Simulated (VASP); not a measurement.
# Be (P6_3/mmc) in VASP: a series of runs

One crystal, Be, is run at these levels: LDA; tasks: single point.

Everything below comes from runs of VASP 6.6.1. Logs are shortened: lines on timing, memory, paths and dates and some standing lists are left out, and cuts for length are marked.

### Step 1. The crystal as given

Symmetry: P6_3/mmc, No. 194, hexagonal system. Conventional cell: a = 2.285 Å, b = 2.285 Å, c = 3.584 Å, α = 90.00°, β = 90.00°, γ = 120.00°. Around Be (site symmetry -6m2) lie 12 Be at 2.23 to 2.29 Å.

### Step 2. Single point, LDA

The input, INCAR:

```
  ADDGRID = F
  ALGO = Normal
  EDIFF = 1E-6
  ENCUT = 520
  GGA = CA
  ISIF = 2
  ISMEAR = 1
  LASPH = T
  LCHARG = F
  LREAL = Auto
  LWAVE = F
  NELM = 100
  PREC = Accurate
  SIGMA = 0.2
```

The input, KPOINTS:

```
k-points
0
Gamma
  11 11 7
```

The input, POSCAR:

```
Be
1.0
    2.2853000000      0.0000000000      0.0000000000
   -1.1426500000      1.9791278553      0.0000000000
    0.0000000000      0.0000000000      3.5842000000
Be
2
Direct
    0.6666666667      0.3333333333      0.7500000000
    0.3333333333      0.6666666667      0.2500000000
```

Potentials or basis: VASP PAW LDA potentials, release 64 (Be).

Command:

```console
$ cat potpaw_LDA.64/Be/POTCAR > POTCAR
$ mpirun -np 1 vasp_std > vasp.out
```

OUTCAR:

```text
EDIFF = 1E-6
   ENCUT = 520
   GGA = CA
   ISIF = 2
   ISMEAR = 1
   LASPH = T
   LREAL = Auto
   NELM = 100
   PREC = Accurate

 Found     64 irreducible k-points:

 Following reciprocal coordinates:
            Coordinates               Weight
  0.000000  0.000000  0.000000      1.000000
  0.090909  0.000000  0.000000      6.000000
  0.181818  0.000000  0.000000      6.000000
  0.272727  0.000000  0.000000      6.000000
  0.363636  0.000000  0.000000      6.000000
  0.454545  0.000000  0.000000      6.000000
   k-points           NKPTS =     64   k-points in BZ     NKDIM =     64   number of bands    NBANDS=      6
   number of dos      NEDOS =    301   number of ions     NIONS =      2
   total plane-waves  NPLWV =   9072
   dimension x,y,z NGX =    18 NGY =   18 NGZ =   28
   dimension x,y,z NGXF=    36 NGYF=   36 NGZF=   56
   ions per type =               2
   NGX,Y,Z   is equivalent  to a cutoff of  13.09, 13.09, 12.99 a.u.
   NGXF,Y,Z  is equivalent  to a cutoff of  26.19, 26.19, 25.97 a.u.
 SYSTEM =  unknown system
   PREC   = accura    normal or accurate (medium, high low for compatibility)
   ISTART =      0    job   : 0-new  1-cont  2-samecut
   ICHARG =      2    charge: 1-file 2-atom 10-const
   ISPIN  =      1    spin polarized calculation?
   LNONCOLLINEAR =      F non collinear calculations
   LSORBIT =      F    spin-orbit coupling
   LASPH  =      T    aspherical Exc in radial PAW
   ENCUT  =  520.0 eV  38.22 Ry    6.18 a.u.   4.25  4.25  6.66*2*pi/ulx,y,z
   NELM   =    100;   NELMIN=  2; NELMDL= -5     # of ELM steps
   EDIFF  = 0.1E-05   stopping-criterion for ELM
   LREAL  =      T    real-space projection
   EDIFFG = 0.1E-04   stopping-criterion for IOM
   NSW    =      0    number of steps for IOM
   IBRION =     -1    ionic relax: 0-MD 1-quasi-New 2-CG
   NFREE  =      0    steps in history (QN), initial steepest desc. (CG)
   ISIF   =      2    stress and relaxation
   ISYM   =      2    0-nonsym 1-usesym 2-fastsym
   POTIM  = 0.5000    time-step for ionic-motion
   TEBEG  =    0.0;   TEEND  =   0.0 temperature during run
   PSTRESS=    0.0 pullay stress
   NELECT =       4.0000    total number of electrons
   NUPDOWN=      -1.0000    fix difference up-down
   EMIN   =  10.00;   EMAX   =-10.00  energy-range for DOS
   EFERMI =   0.00;   METHOD = LEGACY
   ISMEAR =     1;   SIGMA  =   0.20  broadening in eV -4-tet -1-fermi 0-gaus
   EFERMI_NEDOS =   21; number of points for ismear=-14 and -15
   IALGO  =     38    algorithm
   IMIX   =      4    mixing-type and parameters
     AMIX     =   0.40;   BMIX     =  1.00
     AMIX_MAG =   1.60;   BMIX_MAG =  1.00
  volume/ion in A,a.u.               =       8.11        54.70
  Fermi-wavevector in a.u.,A,eV,Ry     =   1.026814  1.940397 14.345258  1.054347
  Thomas-Fermi vector in A             =   2.160726
   LORBIT       =      0    0 simple, 1 ext, 2 COOP (PROOUT), +10 PAW based schemes
   GGA     = CA    functional components
   LHFCALC =     F    Hartree Fock is set to
   AEXX    =    0.0000 exact exchange contribution
   IVDW    =     0    specifies the selected vdW correction
   LEPSILON=     F    determine dielectric tensor
   LRPA    =     F    only Hartree local field effects (RPA)
 non-spin polarized calculation
 Methfessel and Paxton  Order N= 1 SIGMA  =   0.20
  energy-cutoff  :      520.00
  volume of cell :       16.21
 maximum number of plane-waves:       451
 NGX is ok and might be reduce to    18
   NGX =  9   NGY =  9   NGZ = 13

 number of electron       4.0000000 magnetization

 Free energy of the ion-electron system (eV)
  ---------------------------------------------------
  ext. energy  EPLUGINS =         0.00000000
  ---------------------------------------------------
  free energy    TOTEN  =        -8.37877693 eV

  energy without entropy =       -8.37748610  energy(sigma->0) =       -8.37834665

 E-fermi :   6.8780     XC(G=0): -10.5395

 val. band max:        6.7872837486   @ k =   0.3636   0.2727   0.2857
 cond. band min:       6.9074894713   @ k =   0.3636   0.2727   0.1429
 fundamental gap:      0.1202057227
 Fermi energy:         6.8780033803

 k-point     1 :       0.0000    0.0000    0.0000
  band No.  band energies     occupation
      1      -4.4951      2.00000
      2       2.2608      2.00000
      3       7.7812     -0.00000
      4      21.9203      0.00000
      5      21.9203      0.00000
      6      24.7232      0.00000

 k-point     2 :       0.0909    0.0000    0.0000
  band No.  band energies     occupation
      1      -4.2640      2.00000
      2       2.5650      2.00000
      3       7.8414     -0.00000
      4      20.2447      0.00000
      5      20.7498      0.00000
      6      24.7122      0.00000

 k-point     3 :       0.1818    0.0000    0.0000
  band No.  band energies     occupation
      1      -3.5699      2.00000
      2       3.4746      2.00000
      3       7.9647     -0.00000
      4      16.8819      0.00000
      5      18.9092      0.00000
      6      24.2177      0.00000

 k-point     4 :       0.2727    0.0000    0.0000
  band No.  band energies     occupation
      1      -2.4136      2.00000
      2       4.9782      2.00000
      3       7.7954     -0.00000
      4      13.8441      0.00000
      5      17.3363      0.00000
      6      21.0943      0.00000

 k-point     5 :       0.3636    0.0000    0.0000
  band No.  band energies     occupation
      1      -0.8122      2.00000
      2       6.4092      2.00451
      3       7.0379      0.02025
      4      12.6480      0.00000
      5      16.2362      0.00000
      6      17.2125      0.00000

 k-point     6 :       0.4545    0.0000    0.0000
  band No.  band energies     occupation
      1       1.0911      2.00000
      2       4.1493      2.00000
      3       9.4251     -0.00000
      4      13.0459      0.00000
      5      13.8075      0.00000
      6      15.6749      0.00000

 [... further k-points ...]

------------------------ aborting loop because EDIFF is reached ----------------------------------------

  FORCE on cell =-STRESS in cart. coord.  units (eV):
  Direction    XX          YY          ZZ          XY          YZ          ZX
  --------------------------------------------------------------------------------------
  -------------------------------------------------------------------------------------
  Total       -0.8475506     -0.8475506     -0.7161147      0.0000000      0.0000000     -0.0000000
  in kB      -83.7658377    -83.7658377    -70.7756488      0.0000000      0.0000000     -0.0000000
  external PRESSURE =     -79.4357747 kB  Pullay stress =       0.0000000 kB

 VOLUME and BASIS-vectors are now :
 -----------------------------------------------------------------------------
  energy-cutoff  :      520.00
  volume of cell :       16.21
      direct lattice vectors                 reciprocal lattice vectors
     2.285300000  0.000000000  0.000000000     0.437579311  0.252636533  0.000000000
    -1.142650000  1.979127855  0.000000000     0.000000000  0.505273066  0.000000000
     0.000000000  0.000000000  3.584200000     0.000000000  0.000000000  0.279002288

 POSITION                                       TOTAL-FORCE (eV/Angst)
 -----------------------------------------------------------------------------------
      1.14265      0.65971      2.68815        -0.000000      0.000000      0.000000
     -0.00000      1.31942      0.89605         0.000000     -0.000000      0.000000
 -----------------------------------------------------------------------------------
    total drift:                                0.000000     -0.000000      0.000000

  FREE ENERGIE OF THE ION-ELECTRON SYSTEM (eV)
  ---------------------------------------------------
  free  energy   TOTEN  =        -8.3787769323 eV

  energy  without entropy=       -8.3774860999  energy(sigma->0) =       -8.37834665
```

Run time: 3.7 s. Hardware: 1 thread of AMD EPYC 9R45 (Zen 5), shared host; peak memory 0.08 GiB.

The run converged, but some of its settings lie outside the range that counts as converged, so its numbers aren't taken as properties of the crystal.

What came out:

* Free energy: -8.3788 eV
* Pressure: -7.9 GPa
* Band gap on the k mesh: none (metal or under the smearing width)

### Step 3. Single point, LDA

INCAR is that of step 2.

KPOINTS is that of step 2.

The input, POSCAR:

```
Be
1.0
    2.2853000000      0.0000000000      0.0000000000
   -1.1426500000      1.9791278553      0.0000000000
    0.0000000000      0.0000000000      3.5842000000
Be
2
Direct
    0.6556040000      0.3139550000      0.7387090000
    0.3030700000      0.6820070000      0.2728280000
```

Potentials or basis: VASP PAW LDA potentials, release 64 (Be).

Command:

```console
$ cat potpaw_LDA.64/Be/POTCAR > POTCAR
$ mpirun -np 1 vasp_std > vasp.out
```

Run time: 23 s. Hardware: 1 thread of AMD EPYC 9R45 (Zen 5), shared host; peak memory 0.11 GiB.

These settings aren't checked as converged: the numbers below hold their error.

Results:

- Free energy: -8.3064 eV
- Pressure: -6.5 GPa
- Largest force: 0.956 eV/Å
- Band gap on the k mesh: none (metal or under the smearing width)

### Step 4. For comparison

An earlier run on the cell as given: functional PBE; potentials or basis VASP PAW PBE potentials, release 64 (Be); cutoff 520 eV; k mesh 13 × 13 × 8; occupations fermi-dirac, width 0.05 eV; no spin polarisation.

- Pressure: -2.7 GPa
- Band gap on the k mesh: none (metal or under the smearing width)
